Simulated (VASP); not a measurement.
# BAs in VASP: relaxation of the atoms with BLYP+D3(BJ)

Aim: the relaxation of the atoms of BAs with BLYP+D3(BJ).

All numbers are computed with VASP 6.6.1; they aren't measurements. Logs are shortened: lines on timing, memory, paths and dates and some standing lists are left out, and cuts for length are marked.

## Step 1: The cell of the first run

The cell holds a slab with vacuum, 8 atoms: a = 3.378 Å, b = 3.378 Å, c = 23.964 Å, α = 90.00°, β = 90.00°, γ = 120.00°.

## Step 2: Relaxation of the atoms, BLYP+D3(BJ) (the (1 1 1) slab of BAs, cut from the database cell, not relaxed)

Contents of INCAR:

```
PREC = Accurate
ENCUT = 520
EDIFF = 1E-6
ISMEAR = -5
SIGMA = 0.05
LREAL = False
LASPH = True
NELM = 100
ALGO = Normal
ISIF = 2
LWAVE = False
LCHARG = False
LDIPOL = True
IDIPOL = 3
DIPOL = 0.5 0.5 0.500
GGA = B5
ALDAX = 1.0
AGGAX = 1.0
AGGAC = 1.0
ALDAC = 0.0
IVDW = 12
VDW_S6 = 1.0
VDW_S8 = 2.6996
VDW_A1 = 0.4298
VDW_A2 = 4.2359
IBRION = 2
NSW = 40
EDIFFG = -0.005
```

Contents of KPOINTS:

```
Automatic mesh
0
Gamma
  9 9 1
```

Contents of POSCAR:

```
BAs
1.0
    3.3778490937      0.0000000000      0.0000000000
   -1.6889245469      2.9253031253      0.0000000000
    0.0000000000      0.0000000000     23.9635072667
As B
4 4
Direct
    0.0000000000      0.0000000000      0.3129758894
    0.3333333333      0.6666666667      0.4280676498
    0.6666666667      0.3333333333      0.5431594101
    0.0000000000      0.0000000000      0.6582511705
    0.3333333333      0.6666666667      0.3417488295
    0.6666666667      0.3333333333      0.4568405899
    0.0000000000      0.0000000000      0.5719323502
    0.3333333333      0.6666666667      0.6870241106
```

Potentials or basis: VASP PAW PBE potentials, release 64 (As, B).

On the command line:

```console
$ cat potpaw_PBE.64/As/POTCAR potpaw_PBE.64/B/POTCAR > POTCAR
$ mpirun -np 1 vasp_std > vasp.out
```

OUTCAR:

```text
PREC = Accurate
   ENCUT = 520
   EDIFF = 1E-6
   ISMEAR = -5
   LREAL = False
   LASPH = True
   NELM = 100
   ISIF = 2
   GGA = B5
   IVDW = 12
   IBRION = 2
   NSW = 40
   EDIFFG = -0.005
 IVDW          = 12

 ion  position               nearest neighbor table
   1  0.000  0.000  0.313-   5 2.07   5 2.07   5 2.07
   2  0.333  0.667  0.428-   6 2.07   6 2.07   6 2.07   5 2.07
   3  0.667  0.333  0.543-   6 2.07   7 2.07   7 2.07   7 2.07
   4  0.000  0.000  0.658-   8 2.07   8 2.07   8 2.07   7 2.07
   5  0.333  0.667  0.342-   1 2.07   1 2.07   1 2.07   2 2.07
   6  0.667  0.333  0.457-   3 2.07   2 2.07   2 2.07   2 2.07
   7  0.000  0.000  0.572-   3 2.07   3 2.07   3 2.07   4 2.07
   8  0.333  0.667  0.687-   4 2.07   4 2.07   4 2.07

  LATTYP: Found a hexagonal cell.
 ALAT       =     3.3778490937
 C/A-ratio  =     7.0943096041

  Lattice vectors:

 A1 = (   3.3778490937,   0.0000000000,   0.0000000000)
 A2 = (  -1.6889245469,   2.9253031253,   0.0000000000)
 A3 = (   0.0000000000,   0.0000000000,  23.9635072667)

Analysis of symmetry for initial positions (statically):
=====================================================================
 Subroutine PRICEL returns:
 Original cell was already a primitive cell.

 Routine SETGRP: Setting up the symmetry group for a
 hexagonal supercell.

 Subroutine GETGRP returns: Found  6 space group operations
 (whereof  6 operations were pure point group operations)
 out of a pool of 24 trial point group operations.

The static configuration has the point symmetry C_3v.

Analysis of symmetry for dynamics (positions and initial velocities):
=====================================================================
 Subroutine PRICEL returns:
 Original cell was already a primitive cell.

 Routine SETGRP: Setting up the symmetry group for a
 hexagonal supercell.

 Subroutine GETGRP returns: Found  6 space group operations
 (whereof  6 operations were pure point group operations)
 out of a pool of 24 trial point group operations.

The dynamic configuration has the point symmetry C_3v.

 Subroutine INISYM returns: Found  6 space group operations
 (whereof  6 operations are pure point group operations),
 and found     1 'primitive' translations

----------------------------------------------------------------------------------------

                                     Primitive cell

  volume of cell :     236.7890
[... 106 lines left out ...]
   EFERMI_NEDOS =   21; number of points for ismear=-14 and -15
   IALGO  =     38    algorithm
   IMIX   =      4    mixing-type and parameters
     AMIX     =   0.40;   BMIX     =  1.00
     AMIX_MAG =   1.60;   BMIX_MAG =  1.00
  volume/ion in A,a.u.               =      29.60       199.74
  Fermi-wavevector in a.u.,A,eV,Ry     =   0.840113  1.587583  9.602852  0.705790
  Thomas-Fermi vector in A             =   1.954442
   LORBIT       =      0    0 simple, 1 ext, 2 COOP (PROOUT), +10 PAW based schemes
   GGA     = B5    functional components
   LHFCALC =     F    Hartree Fock is set to
   AEXX    =    0.0000 exact exchange contribution
   IVDW    =    12    specifies the selected vdW correction
   LEPSILON=     F    determine dielectric tensor
   LRPA    =     F    only Hartree local field effects (RPA)
 conjugate gradient relaxation of ions
 non-spin polarized calculation
 Fermi weights with tetrahedron method with Bloechl corrections
  energy-cutoff  :      520.00
  volume of cell :      236.79
 maximum number of plane-waves:      6425
 NGX is ok and might be reduce to    28
   NGX = 13   NGY = 13   NGZ = 89

 dipolmoment           0.000000      0.000000      0.007670 electrons x Angstroem

--------------------------------------- Ionic step        1  -------------------------------------------

 number of electron      31.9999999 magnetization

 Free energy of the ion-electron system (eV)
  ---------------------------------------------------
  ext. energy  EPLUGINS =         0.00000000
  ---------------------------------------------------
  free energy    TOTEN  =       -37.67328898 eV

  energy without entropy =      -37.67328898  energy(sigma->0) =      -37.67328898

------------------------ aborting loop because EDIFF is reached ----------------------------------------

 Edisp (eV)   -4.82940

 E8    (eV) :    -3.4468
[... 123 lines left out ...]
  FREE ENERGIE OF THE ION-ELECTRON SYSTEM (eV)
  ---------------------------------------------------
  free  energy   TOTEN  =       -42.7265376492 eV

  energy  without entropy=      -42.7265376492  energy(sigma->0) =      -42.72653765

[... ionic steps 4 to 25 ...]

--------------------------------------- Ionic step       26  -------------------------------------------

 number of electron      32.0000000 magnetization

------------------------ aborting loop because EDIFF is reached ----------------------------------------
[... 87 lines left out ...]
--------------------------------------- Ionic step       28  -------------------------------------------

 number of electron      32.0000000 magnetization

 dipolmoment           0.000000      0.000000     -0.072417 electrons x Angstroem

 Free energy of the ion-electron system (eV)
  ---------------------------------------------------
  ext. energy  EPLUGINS =         0.00000000
  ---------------------------------------------------
  free energy    TOTEN  =       -37.95111208 eV

  energy without entropy =      -37.95111208  energy(sigma->0) =      -37.95111208

 E-fermi :   0.4487     XC(G=0):  -5.1896

 val. band max:        0.4647430369   @ k =   0.2222   0.1111   0.0000
 cond. band min:       0.4759263189   @ k =   0.4444   0.1111   0.0000
 fundamental gap:      0.0111832820
 Fermi energy:         0.4486950973

 k-point     1 :       0.0000    0.0000    0.0000
  band No.  band energies     occupation
      1     -14.9082      2.00000
      2     -14.1253      2.00000
      3     -13.2192      2.00000
      4     -11.9257      2.00000
      5      -7.2878      2.00000
      6      -5.2085      2.00000
[... 277 lines left out ...]
     20       4.1742      0.00000
     21       5.8123      0.00000

------------------------ aborting loop because EDIFF is reached ----------------------------------------

 vacuum level on the upper side and lower side of the slab       (xc-potential included)        -0.648         0.663

 Edisp (eV)   -4.79135

 E8    (eV) :    -3.4186

  FORCE on cell =-STRESS in cart. coord.  units (eV):
  Direction    XX          YY          ZZ          XY          YZ          ZX
  --------------------------------------------------------------------------------------
  -------------------------------------------------------------------------------------
  Total       0.43807     0.43807    -0.02940    -0.00000     0.00000    -0.00000
  in kB       2.96412     2.96412    -0.19892    -0.00000     0.00000    -0.00000
  external pressure =        1.91 kB  Pullay stress =        0.00 kB
[... 23 lines left out ...]
  FREE ENERGIE OF THE ION-ELECTRON SYSTEM (eV)
  ---------------------------------------------------
  free  energy   TOTEN  =       -42.7424645065 eV

  energy  without entropy=      -42.7424645065  energy(sigma->0) =      -42.74246451

 reached required accuracy - stopping structural energy minimisation

 vacuum level on the upper side and lower side of the slab         4.491         5.831
```

OSZICAR:

```text
N       E                     dE             d eps       ncg     rms          rms(c)
DAV:   1     0.205284888915E+03    0.20528E+03   -0.11976E+04   504   0.120E+03
DAV:   2    -0.203646537120E+02   -0.22565E+03   -0.21887E+03   751   0.213E+02
DAV:   3    -0.399096482743E+02   -0.19545E+02   -0.19210E+02   599   0.730E+01
[... 602 lines left out ...]
DAV:  18    -0.379511163186E+02   -0.24468E-05   -0.11387E-05   440   0.192E-02    0.150E-04
DAV:  19    -0.379511121240E+02    0.41946E-05   -0.21923E-05   448   0.241E-02    0.533E-04
DAV:  20    -0.379511103286E+02    0.17955E-05   -0.25379E-05   456   0.261E-02    0.789E-04
DAV:  21    -0.379511120405E+02   -0.17119E-05   -0.39930E-06   461   0.965E-03    0.599E-04
DAV:  22    -0.379511120817E+02   -0.41201E-07   -0.40222E-08   332   0.123E-03
  28 F= -.42742465E+02 E0= -.42742465E+02  d E =-.200516E-04
```

CONTCAR:

```text
BAs
   1.00000000000000
     3.3778490937000001    0.0000000000000000    0.0000000000000000
    -1.6889245469000000    2.9253031253000001    0.0000000000000000
     0.0000000000000000    0.0000000000000000   23.9635072666999989
  As              B
     4     4
Direct
     0.0000000000000000    0.0000000000000000    0.3118299823335342
     0.3333333332999970    0.6666666667000030    0.4283577400414079
     0.6666666667000030    0.3333333332999970    0.5446715149039137
     0.0000000000000000    0.0000000000000000    0.6644253791540550
     0.3333333332999970    0.6666666667000030    0.3398314772699604
     0.6666666667000030    0.3333333332999970    0.4567313760270745
     0.0000000000000000    0.0000000000000000    0.5721020476590563
     0.3333333332999970    0.6666666667000030    0.6820504826109980

  0.00000000E+00  0.00000000E+00  0.00000000E+00
  0.00000000E+00  0.00000000E+00  0.00000000E+00
  0.00000000E+00  0.00000000E+00  0.00000000E+00
  0.00000000E+00  0.00000000E+00  0.00000000E+00
  0.00000000E+00  0.00000000E+00  0.00000000E+00
  0.00000000E+00  0.00000000E+00  0.00000000E+00
  0.00000000E+00  0.00000000E+00  0.00000000E+00
  0.00000000E+00  0.00000000E+00  0.00000000E+00
```

Wall time 42 min (1 thread of Intel Xeon 6975P-C (Granite Rapids), shared host); peak memory 0.42 GiB.

Results:

```yaml
Free_energy: -42.7425 eV
Energy_gained_by_relaxing: 30.0 meV/atom
Ionic_steps: 28
Band_gap_on_the_k_mesh: none (metal or under the smearing width)
Dispersion_energy_per_atom: -0.599 eV
```

Forces on the atoms (eV/Å):
```
As   0.000  0.000 -0.001
As   0.000  0.000  0.001
As   0.000  0.000 -0.002
As   0.000  0.000  0.002
B    0.000  0.000  0.000
B    0.000  0.000  0.000
B    0.000  0.000  0.003
B    0.000  0.000 -0.002
```

The path:
```csv
step,energy change (eV),largest force (eV/Å),pressure (GPa)
1,0.0000,2.1669,0.19
2,-0.2108,0.4530,0.29
3,-0.2238,0.3403,0.37
4,-0.2334,0.1977,0.34
5,-0.2354,0.1452,0.33
6,-0.2367,0.2450,0.31
7,-0.2365,0.1720,0.32
8,-0.2395,0.0491,0.31
9,-0.2396,0.0729,0.31
10,-0.2399,0.0333,0.29
11,-0.2399,0.0243,0.28
12,-0.2399,0.0160,0.27
13,-0.2399,0.0237,0.25
14,-0.2399,0.0100,0.24
15,-0.2399,0.0104,0.24
16,-0.2399,0.0068,0.24
17,-0.2399,0.0071,0.24
18,-0.2399,0.0113,0.24
19,-0.2399,0.0073,0.24
20,-0.2399,0.0078,0.24
21,-0.2399,0.0088,0.23
22,-0.2398,0.0083,0.23
23,-0.2398,0.0095,0.22
24,-0.2398,0.0094,0.21
25,-0.2398,0.0070,0.21
26,-0.2398,0.0056,0.20
27,-0.2398,0.0071,0.20
28,-0.2398,0.0027,0.19
```

Final structure:
```
As B
1.0
     3.37785    0.00000    0.00000
    -1.68892    2.92530    0.00000
     0.00000    0.00000   23.96351
As B
4 4
Direct
  0.00000 0.00000 0.31183
  0.33333 0.66667 0.42836
  0.66667 0.33333 0.54467
  0.00000 0.00000 0.66443
  0.33333 0.66667 0.33983
  0.66667 0.33333 0.45673
  0.00000 0.00000 0.57210
  0.33333 0.66667 0.68205
```

Levels at points of the mesh, in eV from the Fermi level:
```
           k point  band 12  band 13  band 14  band 15  band 16  band 17  band 18  band 19  band 20  band 21
(0.00, 0.00, 0.00)    -0.83    -0.83    -0.30     0.15     0.15     1.08     2.47     3.08     3.53     3.68
```

Caveat: the PAW data sets were made with another functional, which shifts forces and pressure a little; tetrahedron occupations give inexact forces and stress in metals.
